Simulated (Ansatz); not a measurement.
# Si: computed properties

Level of theory: Ansatz, DFT PBE, scalar-relativistic, plane waves, PAW.

Settings: cutoff 420 eV, Γ-centred mesh 6×6×12 on the computed 8-atom cell, Gaussian smearing of 0.10 eV; no spin polarisation.

The structure is relaxed at this level of theory with its symmetry kept, and needn't be the ground state of this composition.

```
CELL_PARAMETERS angstrom
7.03445 0.00000 0.00000
-3.51723 6.09201 0.00000
0.00000 0.00000 3.05872
ATOMIC_POSITIONS crystal
Si 0.66667 0.33333 0.25000
Si 0.33333 0.66667 0.75000
Si 0.16667 0.33333 0.25000
Si 0.83334 0.16667 0.75000
Si 0.66667 0.83334 0.25000
Si 0.83333 0.66667 0.75000
Si 0.16666 0.83333 0.25000
Si 0.33333 0.16666 0.75000
```

```json
{
  "Space group": "P6_3/mmc (No. 194)",
  "Volume per atom": "16.38 Å³",
  "Energy over the standard state (uncorrected)": "+0.407 eV/atom",
  "Kohn–Sham band gap": "none (metal)",
  "Density of states at the Fermi level": "3.2 states/eV per cell",
  "Orbital (Löwdin) character within 0.5 eV of the Fermi level": "Si 3p 78 %, Si 3s 16 %, unprojected 6 %",
  "Bader charge by site (e)": "Si (8 in the cell) 0.00"
}
```

The cell was found from a structure generator's guess, not taken from experiment. Löwdin shares on free-atom orbitals overweight diffuse shells.
